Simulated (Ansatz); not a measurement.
All numbers below come from DFT PBE, scalar-relativistic, plane waves, PAW in Ansatz 0.2.0. Settings: cutoff 420 eV, Γ-centred meshes spaced at most about 0.3 Å⁻¹, and about 0.25 Å⁻¹ or finer for metals (2π included), Gaussian smearing. No spin polarisation in the final relaxations.

These are static total energies at zero pressure. All come from trial cells, and lower structures may exist.

Problem. Order these relaxed structures of B by energy, lowest first, with the energy over the lowest of them.
1. Space group I4_1/amd (No. 141), tetragonal, a = 2.248 Å, c = 5.346 Å. B has 4 B at 1.75 Å.
2. Space group Pm-3m (No. 221), cubic, a = 2.696 Å. B is surrounded by 8 B at 1.91 Å.
3. Space group P6/mmm (No. 191), hexagonal, a = 3.011 Å, c = 1.936 Å. Around B lie 3 B at 1.74 Å and 2 B at 1.94 Å.
4. Space group P6/mmm (No. 191), hexagonal, a = 1.852 Å, c = 5.591 Å. B is surrounded by 7 B at 1.80–1.85 Å.

Solution. 1 (0 meV/atom), 3 (385 meV/atom), 2 (421 meV/atom), 4 (507 meV/atom). Forms: 1 I4_1/amd; 3 P6/mmm; 2 Pm-3m; 4 P6/mmm. Counting all near atoms (those within 1.25 times the shortest such distance or 1.15 times the sum of covalent radii; a plus sign parts nearer from farther groups): cell 1 has B 4; cell 3 has B 3+2; cell 2 has B 8; cell 4 has B 7.

No dispersion correction is applied, so the spacing and binding between layers, chains or molecules are poorly described (P6/mmm at 8.3 Å³/atom), and this can change margins and order among such cells. Cells relaxed within their symmetry can be saddle points. The part of the Crystallography Open Database at hand lists B in space groups No. 58, 134, 166; no cell shown has one of them. Some types were kept out of the candidates beforehand, so the set may lack a known form.
